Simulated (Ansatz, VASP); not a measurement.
**GaN in two plane-wave programs**

One calculation is typed for both programs; each brings its own data sets and cutoff. How far apart do they land?

Calculated with Ansatz 0.2.0; plane waves, with VASP 6.6.1 beside it; G0W0 gap at PBE.

## Step 1: Set-up

Symmetry: F-43m, No. 216, cubic system. Conventional cell: a = 4.507 Å, b = 4.507 Å, c = 4.507 Å, α = 90.00°, β = 90.00°, γ = 90.00°. Nearest to Ga lie 4 N at 1.95 Å. N has 4 Ga at 1.95 Å nearest. Farther neighbours and most contacts between anions are not listed.

## Step 2: VASP: G0W0 gap, PBE

Quasiparticle shifts depend on high empty states and on the cores, so they are the hardest test of two PAW sets.

Lines of VASP's logs that name or quote its potential files are left out, and so is its time.

The run reads the wave functions of an earlier VASP run, which isn't shown here.

The input, INCAR:

```
SYSTEM = GaN
PREC = Accurate
ENCUT = 450
ISMEAR = 0
SIGMA = 0.01
LREAL = .FALSE.
GGA = PE
NBANDS = 56
ALGO = EVGW0
NELMGW = 1
ENCUTGW = 100
NOMEGA = 48
PRECFOCK = Fast
NBANDSGW = 24
LWAVE = .FALSE.
LCHARG = .FALSE.
```

The input, POSCAR:

```
GaN
1.0
    0.0000000000      2.2535006075      2.2535006075
    2.2535006075      0.0000000000      2.2535006075
    2.2535006075      2.2535006075      0.0000000000
Ga N
1 1
Direct
    0.0000000000      0.0000000000      0.0000000000
    0.7500000000      0.7500000000      0.7500000000
```

The input, KPOINTS:

```
Automatic mesh
0
Gamma
4 4 4
0 0 0
```

PAW data sets: Ga_d_GW and N_GW (PBE family, release 64).

The run is started by

```sh
> mpirun -np 8 vasp_std
```

Numbers of over 12 decimals in the logs are rounded to 6 here.

Log:

```text
[banner, memory and clock lines left out]
running    8 mpi-ranks, on    1 nodes
 distrk:  each k-point on    8 cores,    1 groups
 distr:  one band on    1 cores,    8 groups

 POSCAR found type information on POSCAR GaN
 POSCAR found :  2 types and       2 ions
|                                                                             |
|           W    W    AA    RRRRR   N    N  II  N    N   GGGG   !!!           |
|           W    W   A  A   R    R  NN   N  II  NN   N  G    G  !!!           |
|           W    W  A    A  R    R  N N  N  II  N N  N  G       !!!           |
|           W WW W  AAAAAA  RRRRR   N  N N  II  N  N N  G  GGG   !            |
|           WW  WW  A    A  R   R   N   NN  II  N   NN  G    G                |
|           W    W  A    A  R    R  N    N  II  N    N   GGGG   !!!           |
|                                                                             |
|     For optimal performance we recommend to set                             |
|       NCORE = 2 up to number-of-cores-per-socket                            |
|     NCORE specifies how many cores store one orbital (NPAR=cpu/NCORE).      |
|     This setting can greatly improve the performance of VASP for DFT.       |
|     The default, NCORE=1 might be grossly inefficient on modern             |
|     multi-core architectures or massively parallel machines. Do your        |
|     Unfortunately you need to use the default for GW and RPA                |
|     calculations (for HF NCORE is supported but not extensively tested      |
|     yet).                                                                   |
|                                                                             |

|                                                                             |
|           W    W    AA    RRRRR   N    N  II  N    N   GGGG   !!!           |
|           W    W   A  A   R    R  NN   N  II  NN   N  G    G  !!!           |
|           W    W  A    A  R    R  N N  N  II  N N  N  G       !!!           |
|           W WW W  AAAAAA  RRRRR   N  N N  II  N  N N  G  GGG   !            |
|           WW  WW  A    A  R   R   N   NN  II  N   NN  G    G                |
|           W    W  A    A  R    R  N    N  II  N    N   GGGG   !!!           |
|                                                                             |
|     The default for ENCUTGWSOFT is different in this version of VASP.       |
|     please manually set ENCUTGWSOFT =100 in the INCAR file.                 |
|                                                                             |

 LDA part: xc-table for (Slater+PW92), standard interpolation
 found WAVECAR, reading the header
 POSCAR, INCAR and KPOINTS ok, starting setup
 FFT: planning ... GRIDC
 FFT: planning ... GRID_SOFT
 FFT: planning ... GRID
 reading WAVECAR
 the WAVECAR file was read successfully
 initial charge from wavefunction
 available memory per node:     61.54 GB, setting MAXMEM to     63016

 The Fermi energy was updated, please check that it is located mid-gap
 values below the HOMO (VB) or above the LUMO (CB) will cause erroneous energies
 E-fermi :   5.9930

 calculate exact exchange contribution
 the WAVEDER file was read successfully
energies w=
    0.000    0.000    0.748    0.000    1.493    0.000    2.232    0.000
    2.962    0.000    3.682    0.000    4.390    0.000    5.086    0.000
    5.769    0.000    6.439    0.000    7.097    0.000    7.744    0.000
    8.382    0.000    9.013    0.000    9.638    0.000   10.259    0.000
   10.879    0.000   11.501    0.000   12.127    0.000   12.759    0.000
   13.402    0.000   14.058    0.000   14.732    0.000   15.427    0.000
   16.149    0.000   16.903    0.000   17.696    0.000   18.535    0.000
   19.428    0.000   20.388    0.000   21.425    0.000   22.556    0.000
   23.801    0.000   25.183    0.000   26.735    0.000   28.496    0.000
   30.520    0.000   32.879    0.000   35.671    0.000   39.037    0.000
   43.183    0.000   48.418    0.000   55.243    0.000   64.506    0.000
   77.782    0.000   98.348    0.000  134.358    0.000  213.262    0.000
 responsefunction array rank=      64
 LDA part: xc-table for (Slater+PW92), standard interpolation

 min. memory requirement per mpi rank     59.3 MB, per node    474.2 MB

 allocating   6 responsefunctions rank=    64
 shmem allocating  48 responsefunctions rank=    64
 response function shared by NCSHMEM nodes    1
 Doing            6  frequencies on each core in blocks of           48
NQ=   1    0.0000    0.0000    0.0000,
|.........|.........|.........|.........|.........|.........|.........|.........
 performed         75000 updates of chi_q(r,r)
 total number of BLAS operations          2.11 Gflops
NQ=   2    0.2500    0.0000    0.0000,
|.........|.........|.........|.........|.........|.........|.........|.........
 performed        225000 updates of chi_q(r,r)
 total number of BLAS operations          5.76 Gflops
NQ=   3    0.5000    0.0000    0.0000,
|.........|.........|.........|.........|.........|.........|.........|.........
 performed        354000 updates of chi_q(r,r)
 total number of BLAS operations          8.56 Gflops
NQ=   4    0.2500    0.2500    0.0000,
|.........|.........|.........|.........|.........|.........|.........|.........
 performed        504000 updates of chi_q(r,r)
 total number of BLAS operations         11.82 Gflops
NQ=   5    0.5000    0.2500    0.0000,
|.........|.........|.........|.........|.........|.........|.........|.........
 performed        714000 updates of chi_q(r,r)
 total number of BLAS operations         16.02 Gflops
NQ=   6   -0.2500    0.2500    0.0000,
|.........|.........|.........|.........|.........|.........|.........|.........
 performed        902000 updates of chi_q(r,r)
 total number of BLAS operations         20.92 Gflops
NQ=   7    0.5000    0.5000    0.0000,
|.........|.........|.........|.........|.........|.........|.........|.........
 performed       1015000 updates of chi_q(r,r)
 total number of BLAS operations         23.01 Gflops
NQ=   8   -0.2500    0.5000    0.2500,
|.........|.........|.........|.........|.........|.........|.........|.........
 performed       1160000 updates of chi_q(r,r)
 total number of BLAS operations         26.66 Gflops
 resolving degeneracies of screened two electron integrals

 calculate QP shifts <psi_nk| G(iteration)W_0 |psi_nk>: iteration 1
 entering main loop
```

From OUTCAR (step 2):

```text
ion  position               nearest neighbor table
   1  0.000  0.000  0.000-   2 1.95   2 1.95   2 1.95   2 1.95
   2  0.750  0.750  0.750-   1 1.95   1 1.95   1 1.95   1 1.95

  LATTYP: Found a face centered cubic cell.
 ALAT       =     4.5070012150

 Subroutine GETGRP returns: Found 24 space group operations
 (whereof 24 operations were pure point group operations)

The static configuration has the point symmetry T_d .

 Found      8 irreducible k-points:

   k-points           NKPTS =      8   k-points in BZ     NKDIM =     64   number of bands    NBANDS=     56

   dimension x,y,z NGX =    24 NGY =   24 NGZ =   24
   dimension x,y,z NGXF=    48 NGYF=   48 NGZF=   48

   ENCUT  =  450.0 eV  33.07 Ry    5.75 a.u.   5.51  5.51  5.51*2*pi/ulx,y,z

   NELECT =      18.0000    total number of electrons

  energy-cutoff  :      450.00
  volume of cell :       22.89
      direct lattice vectors                 reciprocal lattice vectors
     0.000000000  2.253500607  2.253500607    -0.221877020  0.221877020  0.221877020
     2.253500607  0.000000000  2.253500607     0.221877020 -0.221877020  0.221877020
     2.253500607  2.253500607  0.000000000     0.221877020  0.221877020 -0.221877020

 k-points in reciprocal lattice and weights: Automatic mesh
   0.00000000  0.00000000  0.00000000       0.016
   0.25000000  0.00000000  0.00000000       0.125
   0.50000000  0.00000000  0.00000000       0.062
   0.25000000  0.25000000  0.00000000       0.094
   0.50000000  0.25000000  0.00000000       0.375
  -0.25000000  0.25000000  0.00000000       0.188
   0.50000000  0.50000000  0.00000000       0.047
  -0.25000000  0.50000000  0.25000000       0.094

 E-fermi :   5.9930

 QP shifts <psi_nk| G(iteration)W_0 |psi_nk>: iteration 1
 for sc-GW calculations column KS-energies equals QP-energies in previous step
 and V_xc(KS)=  KS-energies - (<T + V_ion + V_H > + <T+V_H+V_ion>^1  + <V_x>^1)
 k-point   1 :       0.0000    0.0000    0.0000
  band No.  KS-energies  QP-energies   sigma(KS)   V_xc(KS)     V^pw_x(r,r')   Z            occupation Imag(sigma)
    ...
      6      -8.0792     -11.3906     -26.3625     -21.8068     -35.1914       0.7269       2.0000       0.2031
      7       5.1406       4.8418     -18.1245     -17.7294     -21.5295       0.7562       2.0000       0.1077
      8       5.1406       4.8418     -18.1245     -17.7294     -21.5295       0.7562       2.0000       0.1077
      9       5.1406       4.8418     -18.1245     -17.7294     -21.5295       0.7562       2.0000       0.1077
     10       6.8453       7.5580     -12.4506     -13.3575      -8.7499       0.7859       0.0000      -0.0917
     11      15.3934      16.1843     -10.4135     -11.4239      -5.3195       0.7828       0.0000      -0.1542
     12      15.3934      16.1843     -10.4135     -11.4239      -5.3195       0.7828       0.0000      -0.1542
     13      15.3934      16.1843     -10.4135     -11.4239      -5.3195       0.7828       0.0000      -0.1542
    ...

 k-point   2 :       0.2500    0.0000    0.0000
  band No.  KS-energies  QP-energies   sigma(KS)   V_xc(KS)     V^pw_x(r,r')   Z            occupation Imag(sigma)
    ...
      6      -8.0177     -10.8868     -24.4038     -20.4368     -33.0106       0.7232       2.0000       0.3598
      7       1.2679       0.5950     -16.0617     -15.1516     -19.9361       0.7394       2.0000       0.1578
      8       4.6193       4.2647     -17.6908     -17.2217     -21.1445       0.7559       2.0000       0.1096
      9       4.6193       4.2647     -17.6908     -17.2217     -21.1445       0.7559       2.0000       0.1096
     10       9.1848      10.0349     -12.5953     -13.6880      -8.5462       0.7779       0.0000      -0.1054
     11      13.8967      14.8064     -11.6392     -12.8257      -6.6529       0.7667       0.0000      -0.1564
     12      15.8510      16.6377     -10.6483     -11.6619      -5.4303       0.7762       0.0000      -0.1771
     13      15.8510      16.6377     -10.6483     -11.6619      -5.4303       0.7762       0.0000      -0.1771
    ...

 k-point   3 :       0.5000    0.0000    0.0000
  band No.  KS-energies  QP-energies   sigma(KS)   V_xc(KS)     V^pw_x(r,r')   Z            occupation Imag(sigma)
    ...
      6      -6.8008      -9.1227     -23.1291     -19.9090     -31.4122       0.7211       2.0000       0.4487
      7      -1.9214      -2.6835     -14.0372     -12.9728     -18.6141       0.7160       2.0000       0.3191
      8       4.1709       3.7762     -17.3740     -16.8498     -20.8972       0.7531       2.0000       0.1157
      9       4.1709       3.7762     -17.3740     -16.8498     -20.8972       0.7531       2.0000       0.1157
     10       9.7499      10.5604     -11.5326     -12.5594      -7.2095       0.7893       0.0000      -0.1102
     11      13.8566      14.8043     -12.8186     -14.0994      -7.5298       0.7399       0.0000      -0.1865
     12      15.4497      16.1211     -10.5109     -11.3706      -5.4401       0.7809       0.0000      -0.1689
     13      15.4497      16.1211     -10.5109     -11.3706      -5.4401       0.7809       0.0000      -0.1689
    ...

 k-point   4 :       0.2500    0.2500    0.0000
  band No.  KS-energies  QP-energies   sigma(KS)   V_xc(KS)     V^pw_x(r,r')   Z            occupation Imag(sigma)
    ...
      6      -7.8785     -10.6993     -24.2413     -20.3452     -32.7843       0.7240       2.0000       0.3595
      7       1.6976       1.0781     -16.6397     -15.8070     -20.4692       0.7439       2.0000       0.1458
      8       3.6483       3.1740     -16.9088     -16.2782     -20.4573       0.7521       2.0000       0.1186
      9       3.6483       3.1740     -16.9088     -16.2782     -20.4573       0.7521       2.0000       0.1186
     10       9.6969      10.4211     -12.3493     -13.2794      -8.2896       0.7786       0.0000      -0.1099
     11      12.4985      13.4320     -11.0977     -12.2850      -6.3876       0.7862       0.0000      -0.1248
     12      16.7167      17.0678      -9.9461     -10.3974      -4.8103       0.7780       0.0000      -0.2058
     13      17.0930      18.0291     -11.5213     -12.7580      -5.8734       0.7570       0.0000      -0.2464
    ...

[... 4 further parts left out ...]
```

[end of part 1 of 2]

[Lines on the potential files, build, host, timing and source positions are cut from VASP's logs without a mark.]

[Logs are printed without paths, hosts, clocks, repeated set-up lines and the standing remarks that a program may print on its own settings, such as how far it seeks lower states.]

[Hosts, paths, dates, database ids (printed as entryN), source tags and the programs' standing remarks are cut or masked in the printed files.]
